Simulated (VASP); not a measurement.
# ZnS (Wurtzite-2H) (P6_3mc) in VASP: further runs, part 3 of 3

VASP 6.6.1. The steps go on from the part before.

**5. Single point, PBEsol**

This run uses another cell than the first one, of 19.99 Å³/atom, 1.041 times its volume.

File INCAR:

```
SYSTEM = ZnS
PREC = Accurate
ENCUT = 520
EDIFF = 1E-7
ISMEAR = -1
SIGMA = 0.05
LREAL = .FALSE.
LASPH = .TRUE.
NELM = 60
ALGO = Normal
ISIF = 2
LWAVE = .FALSE.
LCHARG = .FALSE.
GGA = PS
NBANDS = 26
```

File KPOINTS:

```
Automatic mesh
0
G
  7 7 4
  0 0 0
```

File POSCAR:

```
ZnS
1.0
    3.8110000000      0.0000000000      0.0000000000
   -1.9055000000      3.3004228138      0.0000000000
    0.0000000000      0.0000000000      6.3586800000
Zn S
2 2
Direct
    0.6666666667      0.3333333333      0.5000000000
    0.3333333333      0.6666666667      0.0000000000
    0.6666666667      0.3333333333      0.8850000000
    0.3333333333      0.6666666667      0.3850000000
```

Potentials or basis: VASP PAW PBE potentials, release 64 (Zn, S).

Launch:

```
> cat potpaw_PBE.64/Zn/POTCAR potpaw_PBE.64/S/POTCAR > POTCAR
> mpirun -np 1 vasp_std > vasp.out
```

OUTCAR:

```text
SYSTEM = ZnS
   PREC = Accurate
   ENCUT = 520
   EDIFF = 1E-7
   ISMEAR = -1
   LREAL = .FALSE.
   LASPH = .TRUE.
   NELM = 60
   ISIF = 2
   GGA = PS

 ion  position               nearest neighbor table
   1  0.667  0.333  0.500-   4 2.32   4 2.32   4 2.32   3 2.45
   2  0.333  0.667  0.000-   3 2.32   3 2.32   3 2.32   4 2.45
   3  0.667  0.333  0.885-   2 2.32   2 2.32   2 2.32   1 2.45
   4  0.333  0.667  0.385-   1 2.32   1 2.32   1 2.32   2 2.45

  LATTYP: Found a hexagonal cell.
 ALAT       =     3.8110000000
 C/A-ratio  =     1.6685069536

  Lattice vectors:

 A1 = (   3.8110000000,   0.0000000000,   0.0000000000)
 A2 = (  -1.9055000000,   3.3004228138,   0.0000000000)
 A3 = (   0.0000000000,   0.0000000000,   6.3586800000)

Analysis of symmetry for initial positions (statically):
=====================================================================
 Subroutine PRICEL returns:
 Original cell was already a primitive cell.

 Routine SETGRP: Setting up the symmetry group for a
 hexagonal supercell.

 Subroutine GETGRP returns: Found 12 space group operations
 (whereof  6 operations were pure point group operations)
 out of a pool of 24 trial point group operations.

The static configuration has the point symmetry C_3v.
 The point group associated with its full space group is C_6v.

Analysis of symmetry for dynamics (positions and initial velocities):
=====================================================================
 Subroutine PRICEL returns:
 Original cell was already a primitive cell.

 Routine SETGRP: Setting up the symmetry group for a
 hexagonal supercell.

 Subroutine GETGRP returns: Found 12 space group operations
 (whereof  6 operations were pure point group operations)
 out of a pool of 24 trial point group operations.

The dynamic configuration has the point symmetry C_3v.
 The point group associated with its full space group is C_6v.

 Subroutine INISYM returns: Found 12 space group operations
 (whereof  6 operations are pure point group operations),
[... 117 lines left out ...]
   IMIX   =      4    mixing-type and parameters
     AMIX     =   0.40;   BMIX     =  1.00
     AMIX_MAG =   1.60;   BMIX_MAG =  1.00
  volume/ion in A,a.u.               =      19.99       134.93
  Fermi-wavevector in a.u.,A,eV,Ry     =   1.254634  2.370915 21.417030  1.574107
  Thomas-Fermi vector in A             =   2.388430
   LORBIT       =      0    0 simple, 1 ext, 2 COOP (PROOUT), +10 PAW based schemes
   GGA     = PS    functional components
   LHFCALC =     F    Hartree Fock is set to
   AEXX    =    0.0000 exact exchange contribution
   IVDW    =     0    specifies the selected vdW correction
   LEPSILON=     F    determine dielectric tensor
   LRPA    =     F    only Hartree local field effects (RPA)
 non-spin polarized calculation
  energy-cutoff  :      520.00
  volume of cell :       79.98
 maximum number of plane-waves:      2166
   NGX = 15   NGY = 15   NGZ = 23

 number of electron      36.0000008 magnetization

 Free energy of the ion-electron system (eV)
  ---------------------------------------------------
  ext. energy  EPLUGINS =         0.00000000
  ---------------------------------------------------
  free energy    TOTEN  =       -15.10584810 eV

  energy without entropy =      -15.10584810  energy(sigma->0) =      -15.10584810

 E-fermi :   2.9450     XC(G=0):  -9.7762

 val. band max:        1.8966305039   @ k =   0.0000   0.0000   0.0000
 cond. band min:       3.9035567810   @ k =   0.0000   0.0000   0.0000
 fundamental gap:      2.0069262771
 Fermi energy:         2.9449758618

 k-point     1 :       0.0000    0.0000    0.0000
  band No.  band energies     occupation
      1     -11.1913      2.00000
      2     -10.3337      2.00000
      3      -4.4534      2.00000
      4      -4.4534      2.00000
      5      -4.3958      2.00000
      6      -4.3958      2.00000
[... 685 lines left out ...]
     25      10.8506      0.00000
     26      10.8506      0.00000

------------------------ aborting loop because EDIFF is reached ----------------------------------------

  FORCE on cell =-STRESS in cart. coord.  units (eV):
  Direction    XX          YY          ZZ          XY          YZ          ZX
  --------------------------------------------------------------------------------------
  -------------------------------------------------------------------------------------
  Total       -0.5052404     -0.5052404     -2.4047132      0.0000000      0.0000000     -0.0000000
  in kB      -10.1212269    -10.1212269    -48.1724095      0.0000000      0.0000000     -0.0000000
  external PRESSURE =     -22.8049544 kB  Pullay stress =       0.0000000 kB

 VOLUME and BASIS-vectors are now :
 -----------------------------------------------------------------------------
  energy-cutoff  :      520.00
  volume of cell :       79.98
      direct lattice vectors                 reciprocal lattice vectors
     3.811000000  0.000000000  0.000000000     0.262398321  0.151495741  0.000000000
    -1.905500000  3.300422814  0.000000000     0.000000000  0.302991482  0.000000000
     0.000000000  0.000000000  6.358680000     0.000000000  0.000000000  0.157265344

 POSITION                                       TOTAL-FORCE (eV/Angst)
 -----------------------------------------------------------------------------------
      1.90550      1.10014      3.17934        -0.000000      0.000000      0.354174
     -0.00000      2.20028      0.00000         0.000000      0.000000      0.354174
      1.90550      1.10014      5.62743        -0.000000      0.000000     -0.354174
     -0.00000      2.20028      2.44809         0.000000     -0.000000     -0.354174
 -----------------------------------------------------------------------------------
    total drift:                               -0.000000     -0.000000     -0.000158

  FREE ENERGIE OF THE ION-ELECTRON SYSTEM (eV)
  ---------------------------------------------------
  free  energy   TOTEN  =       -15.1058480980 eV

  energy  without entropy=      -15.1058480980  energy(sigma->0) =      -15.10584810
```

OSZICAR:

```text
N       E                     dE             d eps       ncg     rms          rms(c)
DAV:   1     0.244641297296E+03    0.24464E+03   -0.17077E+04  1248   0.166E+03
DAV:   2     0.849393765223E+01   -0.23615E+03   -0.22675E+03  1296   0.351E+02
DAV:   3    -0.153149119944E+02   -0.23809E+02   -0.23555E+02  1490   0.111E+02
DAV:   4    -0.159123725983E+02   -0.59746E+00   -0.59587E+00  1440   0.175E+01
DAV:   5    -0.159212589398E+02   -0.88863E-02   -0.88839E-02  1504   0.214E+00    0.930E+00
DAV:   6    -0.151181284402E+02    0.80313E+00   -0.17784E+00  1760   0.397E+01    0.717E+00
DAV:   7    -0.151146254362E+02    0.35030E-02   -0.11249E+00  1312   0.654E+00    0.319E+00
DAV:   8    -0.151059168125E+02    0.87086E-02   -0.28902E-02  1622   0.173E+00    0.809E-01
DAV:   9    -0.151056208098E+02    0.29600E-03   -0.84125E-03  1686   0.143E+00    0.204E-01
DAV:  10    -0.151057262553E+02   -0.10545E-03   -0.52794E-04  1484   0.297E-01    0.101E-01
DAV:  11    -0.151058478938E+02   -0.12164E-03   -0.19192E-04  1322   0.909E-02    0.389E-02
DAV:  12    -0.151058460645E+02    0.18293E-05   -0.80588E-06  1572   0.635E-02    0.106E-02
DAV:  13    -0.151058481988E+02   -0.21343E-05   -0.46434E-06  1324   0.112E-02    0.256E-03
DAV:  14    -0.151058480853E+02    0.11350E-06   -0.44323E-07  1502   0.117E-02    0.182E-03
DAV:  15    -0.151058480980E+02   -0.12754E-07   -0.17457E-07  1060   0.272E-03
   1 F= -.15105848E+02 E0= -.15105848E+02  d E =-.751039E-10
```

stdout:

```text
POSCAR found type information on POSCAR ZnS
 POSCAR found :  2 types and       4 ions
 scaLAPACK will be used
 -----------------------------------------------------------------------------
|                                                                             |
|                                                                             |
|     You enforced a specific xc type in the INCAR file but a different       |
|     I HOPE YOU KNOW WHAT YOU ARE DOING!                                     |
|                                                                             |
 -----------------------------------------------------------------------------

 LDA part: xc-table for (Slater+PW92), standard interpolation
 POSCAR, INCAR and KPOINTS ok, starting setup
 FFT: planning ... GRIDC
 FFT: planning ... GRID_SOFT
 FFT: planning ... GRID
 WAVECAR not read
 entering main loop
```

Run time: 64 s. Hardware: 1 thread of Intel Xeon 8259CL, shared host; peak memory 0.2 GiB.

What came out:

| Quantity | Value |
| --- | --- |
| Free energy | -15.1058 eV |
| Pressure | -2.3 GPa |
| Largest force | 0.354 eV/Å |
| Band gap on the k mesh | 2.01 eV, direct |

Forces on the atoms (eV/Å):
```
Zn   0.000  0.000  0.354
Zn   0.000  0.000  0.354
S    0.000  0.000 -0.354
S    0.000  0.000 -0.354
```

Stress tensor (GPa, compression positive):
```
-1.01  0.00  0.00
 0.00 -1.01  0.00
 0.00  0.00 -4.82
```

Levels at points of the mesh, in eV from the valence-band top:
| k point | band 16 | band 17 | band 18 | band 19 | band 20 | band 21 |
| --- | --- | --- | --- | --- | --- | --- |
| (0.00, 0.00, 0.00) | -0.05 | 0.00 | 0.00 | 2.01 | 2.98 | 6.30 |
| (0.00, 0.00, 0.50) | -0.41 | -0.41 | -0.41 | 3.40 | 3.40 | 6.57 |

Caveat: the PAW data sets were made with another functional, which shifts forces and pressure a little.

**6. Overview**

```csv
cell,gap on the mesh (eV),pressure (GPa),largest force (eV/Å)
"a = 3.811, b = 3.811, c = 6.109 Å, angles 90.0, 90.0, 120.0°, 4 atoms",2.18,0.3,0.22
"a = 3.811, b = 3.811, c = 6.172 Å, angles 90.0, 90.0, 120.0°, 4 atoms",2.14,-0.4,0.27
"a = 3.811, b = 3.811, c = 6.296 Å, angles 90.0, 90.0, 120.0°, 4 atoms",2.07,-1.7,0.34
"a = 3.811, b = 3.811, c = 6.359 Å, angles 90.0, 90.0, 120.0°, 4 atoms",2.01,-2.3,0.35
```

Alike in all rows: task single point; level PBEsol; potentials or basis VASP PAW PBE potentials, release 64 (Zn, S); no spin polarisation; k mesh 7 × 7 × 4; cutoff (eV) 520; smearing fermi-dirac 0.05 eV.

Caveats: the PAW data sets were made with another functional, which shifts forces and pressure a little.

Total energies depend on the potentials used, so only differences within one code and one set of settings carry meaning.

**7. How close it comes**

Step 2. Measured gap of ZnS: 3.911 eV (direct; 4 K; a printed reference work, monograph). This calculation gives 2.18 eV (-1.74 eV). The value is that of PBEsol, without temperature or zero-point motion. Semilocal functionals fall short of measured gaps as a rule.

Step 3. Measured gap of ZnS: 3.911 eV (direct; 4 K; a printed reference work, monograph). This calculation gives 2.14 eV (-1.77 eV). The value is that of PBEsol, without temperature or zero-point motion. Semilocal functionals fall short of measured gaps as a rule.

Step 4. Measured gap of ZnS: 3.911 eV (direct; 4 K; a printed reference work, monograph). This calculation gives 2.07 eV (-1.84 eV). The value is that of PBEsol, without temperature or zero-point motion. Semilocal functionals fall short of measured gaps as a rule.

Step 5. A measured gap of ZnS is 3.911 eV (direct; 4 K; a printed reference work, monograph); the calculated 2.01 eV misses it by -1.90 eV. The value is that of PBEsol, without temperature or zero-point motion. Semilocal functionals fall short of measured gaps as a rule.
